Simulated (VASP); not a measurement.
# CsI: single point with r2SCAN

CsI:

```
CELL_PARAMETERS angstrom
4.58613 0.00000 0.00000
0.00000 4.58613 0.00000
0.00000 0.00000 4.58613
ATOMIC_POSITIONS crystal
Cs 0.00000 0.00000 0.00000
I 0.50000 0.50000 0.50000
```

The cell comes from a database or a generator and needn't be the stable form of this composition.

The cell isn't the ideal one: volume scaled by 0.95.

```
Program                : VASP 6.6.1
Task                   : single point
Functional             : r2SCAN
Potentials or basis    : VASP PAW PBE potentials, release 64 (Cs_sv, I)
Cutoff                 : 520 eV
k mesh                 : 7 × 7 × 7
Occupations            : fermi-dirac, width 0.02 eV
Spin                   : no spin polarisation
Dipole correction      : no
Further INCAR settings : ALGO = Normal; EDIFF = 1e-06; NBANDS = 15
```

```json
{
 "Pressure": "0.2 GPa",
 "Band gap on the k mesh": "4.58 eV, indirect (least direct gap 4.64 eV)"
}
```

Levels at points of the mesh, in eV from the valence-band top:
```tsv
k point	band 6	band 7	band 8	band 9	band 10	band 11
(0.00, 0.00, 0.00)	-0.07	-0.07	-0.07	4.58	4.65	4.65
```

Wall time 66 s on 1 thread of Intel(R) Xeon(R) Platinum 8488C (Sapphire Rapids) (shared host), peak memory 0.22 GiB.

Caveat: the PAW data sets were made with another functional, which shifts forces and pressure a little; spin-orbit coupling is left out, which moves the levels of the heavy elements; an odd mesh through Γ misses points on the zone boundary, where band edges often lie.
